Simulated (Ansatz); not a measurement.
# Ca4O: the cost of one run

Program: Ansatz 0.2.0. Level of theory: DFT PBE, scalar-relativistic, plane waves, PAW. These are calculated values, not measurements.

18 further runs of the same task are left out: 2 that didn't finish, 16 set aside as unsound or not needed.

### 1 The system as given

Symmetry: Fm-3m, No. 225, cubic system. Conventional cell: a = 5.525 Å, b = 5.525 Å, c = 5.525 Å, α = 90.00°, β = 90.00°, γ = 90.00°. Ca (site symmetry m-3m) is surrounded by 12 Ca at 3.91 Å.

As a file:

```
CELL_PARAMETERS angstrom
0.00000 2.76240 2.76240
2.76240 0.00000 2.76240
2.76240 2.76240 0.00000
ATOMIC_POSITIONS crystal
Ca 0.00000 0.00000 0.00000
```

It is the result of an earlier relaxation at this level (volume 42.16 Å³/atom; gap on the mesh: none (metal)).

### 2 Plan of the scan

Atoms count from 1 in the order of the input.

O2 lies flat over one site of a rigid substrate while its bond length and height are varied.

The axes are (1) distance O9-O10: 8 values from 1.130 to 3.130 Å; (2) height of the O2 axis above the plane of Ca5: 8 values from 0.80 to 3.60 Å.

Nothing else is relaxed. Points are written as (first, second).

### 3 Grid point (1.130 Å, 3.00 Å)

A dipole layer in the vacuum cancels the field that periodic copies would set up if the slab's two faces differ.

File input.yaml:

```yaml
crystal:
  lattice:
    - [7.8132359333, 0.0, 0.0]
    - [0.0, 7.8132359333, 0.0]
    - [0.0, 0.0, 20.6093934949]
  atoms:
    - { symbol: Ca, position: [0.25, 0.25, 0.1940862549] }
    - { symbol: Ca, position: [0.25, 0.75, 0.1940862549] }
    - { symbol: Ca, position: [0.75, 0.25, 0.1940862549] }
    - { symbol: Ca, position: [0.75, 0.75, 0.1940862549] }
    - { symbol: Ca, position: [0.0, 0.0, 0.3206981077] }
    - { symbol: Ca, position: [0.0, 0.5, 0.3206981077] }
    - { symbol: Ca, position: [0.5, 0.0, 0.3206981077] }
    - { symbol: Ca, position: [0.5, 0.5, 0.3206981077] }
    - { symbol: O, position: [0.1776868119, 0.25, 0.4662627989], spin: 1.0 }
    - { symbol: O, position: [0.3223131881, 0.25, 0.4662627989], spin: 1.0 }
basis:
  ecutwfc: 420
kpoints:
  mp_grid: { grid: [4, 4, 1] }
hamiltonian:
  xc: pbe
scf:
  occupations: { method: gaussian, width: 0.1 }
output:
  forces: true
  eigenvalues: true
  populations: true
magnetization:
  spin_polarized: true
efield:
  axis: 3
  dipole_correction: true
  ramp_width: 0.04
```

Launch:

```console
$ ansatz run input.yaml --threads 4 --pin off --max-ram 12288MiB --backend cpu --events-out ev --progress --plain --runs-dir out
```

Q: Estimate wall time and peak memory on 4 threads of Arm Neoverse V2, shared host.

About 89 s, with a peak of 2.3 GiB.
